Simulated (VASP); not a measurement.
Write the native input for VASP 6.6.1 that does the following.

```
Task                   : single point
Functional             : PBE
Potentials or basis    : VASP PAW PBE potentials, release 64 (Zn, O)
Cutoff                 : 520 eV
k mesh                 : 3 × 3 × 3
Occupations            : methfessel-paxton, width 0.119 eV
Spin                   : no spin polarisation
Dipole correction      : no
Further INCAR settings : LREAL = Auto; ALGO = Fast; EDIFF = 1e-07; NBANDS = 82
```

The structure of Zn8O7 (a cell with a defect) lies in POSCAR:

```
Zn8O7
1.0
    6.4928984800      0.0000000000      0.0000000000
   -3.2464492400      5.6230150300      0.0000000000
    0.0000000000      0.0000000000      5.1990771900
Zn O
8 7
Direct
    0.1433858498      0.3442156903     -0.0097338428
    0.2982943547      0.1499487367      0.4957352826
    0.1434029382      0.8007824941     -0.0097351892
    0.3478569590      0.6747269889      0.5010654593
    0.6126713609      0.3071444751      0.0210468120
    0.8308600747      0.1770722637      0.5292691182
    0.7173189593      0.8594488854     -0.0081218259
    0.8308627238      0.6553896762      0.5292589241
    0.1555084122      0.3393761158      0.3749977022
    0.2978475244      0.1497275030      0.8817551332
    0.1555116213      0.8177340760      0.3749963558
    0.3780983861      0.6898485918      0.8871932136
    0.6397579859      0.3206800961      0.3896295296
    0.6846069608      0.8431037397      0.3835509509
    0.9052864017      0.4534359212      0.8390335132
```

The input as run:

INCAR

```
ALGO = Fast
EDIFF = 1E-7
ENCUT = 520
GGA = PE
ISIF = 2
ISMEAR = 1
LASPH = True
LCHARG = False
LREAL = Auto
LWAVE = False
NBANDS = 82
NELM = 60
PREC = Accurate
SIGMA = 0.119
```

KPOINTS

```
k-points
0
Gamma
  3 3 3
```

Potentials or basis: VASP PAW PBE potentials, release 64 (Zn, O).

Run with:

```console
$ cat potpaw_PBE.64/Zn/POTCAR potpaw_PBE.64/O/POTCAR > POTCAR
$ mpirun -np 1 vasp_std > vasp.out
```

It gave:

```
Pressure               : 1.1 GPa
Largest force          : 0.071 eV/Å
Band gap on the k mesh : 0.91 eV, indirect (least direct gap 1.03 eV)
```

Run time: 8.1 min on 1 thread of AMD EPYC 7R43 64-Core Processor (Zen 3), on a shared host, peak memory 0.33 GiB.
